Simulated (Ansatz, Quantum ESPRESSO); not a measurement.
This is a calculation of Ca (Calcium) for Quantum ESPRESSO 7.5. The given cell was strained at random by a few per cent at fixed volume. 

The input pw.in:

```
&CONTROL
  calculation = 'scf'
  prefix = 'pwscf'
  outdir = './tmp'
  pseudo_dir = './pseudo'
  tprnfor = .true.
  tstress = .true.
  disk_io = 'nowf'
/
&SYSTEM
  ibrav = 0
  nat = 1
  ntyp = 1
  ecutwfc = 45
  ecutrho = 360
  nbnd = 10
  occupations = 'smearing'
  smearing = 'fd'
  degauss = 0.00367493
/
&ELECTRONS
  conv_thr = 2d-10
  electron_maxstep = 120
  mixing_beta = 0.5
/
ATOMIC_SPECIES
Ca    40.0780 ca_pbesol_v1.uspp.F.UPF
CELL_PARAMETERS angstrom
   0.0226090000    2.8095600000    2.7447680000
   2.7524950000    0.0396230000    2.7277540000
   2.8498400000    2.8898890000   -0.0577210000
ATOMIC_POSITIONS crystal
Ca    -0.0007270000    0.0032390000   -0.0010580000
K_POINTS automatic
8 8 8 0 0 0
```

Potentials or basis: GBRV 1.5 PBEsol.

Command:

```bash
$ OMP_NUM_THREADS=1 mpirun -n 2 pw.x -nk 2 -in pw.in > pw.out
```

**Question.** What does the same run look like in Ansatz 0.2.0? Potentials or basis there: all-electron LAPW, scalar-relativistic.

**Answer.** As run (cutoffs and basis follow the program's own potentials, and thresholds, step limits or extra output files can differ):

File input.yaml:

```yaml
crystal:
  lattice:
    - [0.022609, 2.80956, 2.744768]
    - [2.752495, 0.039623, 2.727754]
    - [2.84984, 2.889889, -0.057721]
  atoms:
    - { symbol: Ca, position: [-0.000727, 0.003239, -0.001058] }
kpoints:
  mp_grid: { grid: [8, 8, 8] }
scf:
  occupations: { method: fermi_dirac, width: 0.05 }
hamiltonian:
  xc: pbesol
  pseudopotentials: { kind: all_electron, lapw: { basis_error: 0.001 } }
output:
  forces: true
  stress: true
  eigenvalues: true
  populations: true
```

Potentials or basis: all-electron LAPW, scalar-relativistic.

The run is started by

```console
$ ansatz run input.yaml --threads 1 --pin off --max-ram 3072MiB --backend cpu --events-out ev --progress --plain --runs-dir out
```

Both were run:

|  | Quantum ESPRESSO | Ansatz |
| --- | --- | --- |
| Pressure | -1.2 GPa | -1.2 GPa |

Where Ansatz's input types no cutoff or centring, it takes its own default and a Γ-centred mesh.

Pressure is positive in compression.
